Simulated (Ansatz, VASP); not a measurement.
# Two plane-wave programs on SnSe

```
CELL_PARAMETERS angstrom
0.00000 2.98980 2.98980
2.98980 0.00000 2.98980
2.98980 2.98980 0.00000
ATOMIC_POSITIONS crystal
Sn 0.00000 0.00000 0.00000
Se 0.50000 0.50000 0.50000
```

Change from the starting cell: volume scaled by 0.98.

Alike in both runs: task single point; functional PBE; k mesh 8 × 8 × 8; occupations fermi-dirac, width 0.05 eV; no spin polarisation.

|  | VASP | Ansatz |
| --- | --- | --- |
| version | VASP 6.6.1 | Ansatz 0.2.0 |
| potentials or method | VASP PAW PBE potentials, release 64 (Sn_d, Se) | Ansatz PAW |
| plane-wave cutoff (eV) | 520 | 420 |
| valence electrons in the cell | 20 | 30 |

|  | VASP | Ansatz | Ansatz less VASP |
| --- | --- | --- | --- |
| gap on the k mesh at the Fermi level (eV) | 0.67 | 0.67 | -0.001 |
| least direct gap on the mesh (eV) | 0.67 | 0.67 | -0.001 |
| pressure (GPa) | 2.0 | 2.0 | -0.01 |

The two sets of potentials don't hold the same shells in valence.

Caveats: spin-orbit coupling is left out, which moves the levels of the heavy elements. A k mesh can miss the band edges.
